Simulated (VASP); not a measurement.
## From an Ansatz input to VASP: BaZrO3 (cubic perovskite)

Ansatz input

```yaml
crystal:
  lattice:
    - [4.2053551814, 0.0, 0.0]
    - [0.0, 4.2053551814, 0.0]
    - [0.0, 0.0, 4.2053551814]
  atoms:
    - { symbol: Ba, position: [0.0, 0.0, 0.0] }
    - { symbol: Zr, position: [0.5, 0.5, 0.5] }
    - { symbol: O, position: [0.5, 0.5, 0.0] }
    - { symbol: O, position: [0.5, 0.0, 0.5] }
    - { symbol: O, position: [0.0, 0.5, 0.5] }
kpoints:
  mp_grid: { grid: [6, 6, 6] }
  band_path:
    path: [[0.0, 0.0, 0.0], [0.0, 0.5, 0.0], [0.5, 0.5, 0.0], [0.5, 0.5, 0.5]]
    npoints: 1
hamiltonian:
  xc: r2scan
scf:
  occupations: { method: fixed }
  n_extra_bands: 5
output:
  forces: true
  stress: true
  eigenvalues: true
  write_density: true
  write_potential: true
  elf: true
  volumetric_format: npy
```

Q: Write VASP inputs for this cell and level of theory.

A: 

INCAR

```
NSW = 0
NELM = 120
LREAL = .FALSE.
ALGO = Normal
IBRION = -1
ISMEAR = 0
EDIFF = 1E-7
METAGGA = R2SCAN
ENCUT = 520
LCHARG = .FALSE.
ISIF = 2
PREC = Accurate
SIGMA = 0.01
LASPH = .TRUE.
NBANDS = 28
LWAVE = .FALSE.
```

KPOINTS

```
KPOINTS created by Atomic Simulation Environment
0
Gamma
6 6 6
0 0 0
```

KPOINTS_OPT

```
special points
4
Reciprocal
0.0000000000 0.0000000000 0.0000000000 1
0.0000000000 0.5000000000 0.0000000000 1
0.5000000000 0.5000000000 0.0000000000 1
0.5000000000 0.5000000000 0.5000000000 1
```

POSCAR

```
Ba Zr O
 1.0000000000000000
     4.2053551814048991   -0.0000000000000000    0.0000000000000000
     0.0000000000000000    4.2053551814048991    0.0000000000000000
     0.0000000000000000    0.0000000000000000    4.2053551814048991
 Ba  Zr  O
   1   1   3
Cartesian
 -0.0000000000000000 -0.0000000000000000  0.0000000000000000
  2.1026775907024495  2.1026775907024495  2.1026775907024495
  2.1026775907024495  2.1026775907024495  0.0000000000000000
  2.1026775907024495 -0.0000000000000000  2.1026775907024495
  0.0000000000000000  2.1026775907024495  2.1026775907024495
```

VASP ran with the recommended PBE PAW datasets (40 valence electrons in the cell). Other inputs would serve too.

```csv
,Ansatz,VASP
gap between bands v and c,3.73 eV,3.68 eV
least direct gap,3.96 eV,3.93 eV
pressure,0.0 GPa,1.0 GPa
```

The two codes use different PAW datasets and cutoffs. VASP's cell holds 40 valence electrons and Ansatz's 40. Ansatz's stress includes a Pulay correction; VASP's doesn't.
